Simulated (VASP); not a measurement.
PbF2 (Fluorocronite):

```
Pb F
1.0
     0.00000    2.96366    2.96366
     2.96366    0.00000    2.96366
     2.96366    2.96366    0.00000
Pb F
1 2
Direct
  0.00000 0.00000 0.00000
  0.75000 0.75000 0.75000
  0.25000 0.25000 0.25000
```

Program: VASP 6.6.1. Alike in all runs: task band structure; spin SOC, no magnetisation; cell as given; k mesh 6 × 6 × 6; cutoff (eV) 520; smearing gaussian 0.02 eV.

Q: Order these runs on this cell by their pressure, lowest first.
A. level LDA; potentials or basis VASP PAW LDA potentials, release 64 (Pb_d, F)
B. level r2SCAN; potentials or basis VASP PAW PBE potentials, release 64 (Pb_d, F)
C. level PBE; potentials or basis VASP PAW PBE potentials, release 64 (Pb_d, F)

A: A (-4.6 GPa), B (-0.4 GPa), C (2.4 GPa).

Caveats: the PAW data sets were made with another functional, which shifts forces and pressure a little (some runs).
